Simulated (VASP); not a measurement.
LiH17O9, 27 atoms in the cell. The cell holds a amorphous, 27 atoms: a = 6.573 Å, b = 6.573 Å, c = 6.573 Å, α = 90.00°, β = 90.00°, γ = 90.00°. The cell was built by a generator and needn't be a form met in nature.

```yaml
Program: VASP 6.6.1
Task: single point
Functional: LDA
Potentials_or_basis: VASP PAW LDA potentials, release 64 (O, H, Li_sv)
Cutoff: 520 eV
k_mesh: 1 × 1 × 1
Occupations: fermi-dirac, width 0.02 eV
Spin: no spin polarisation
Dipole_correction: no
Further_INCAR_settings: LREAL = Auto; ALGO = Fast; EDIFF = 1e-06; NBANDS = 56
```

Potentials or basis: VASP PAW LDA potentials, release 64 (O, H, Li_sv).

Command:

```sh
$ cat potpaw_LDA.64/O/POTCAR potpaw_LDA.64/H/POTCAR potpaw_LDA.64/Li_sv/POTCAR > POTCAR
$ mpirun -np 1 vasp_gam > vasp.out
```

Hardware: 1 thread of AMD EPYC 9R45 (Zen 5), on a shared host.

Problem. Estimate the wall time of this run.

Solution. Wall time 24 s on 1 thread of AMD EPYC 9R45 (Zen 5), with other jobs on the host, peak memory 0.21 GiB. Counts: scf iterations 22, k points 1.
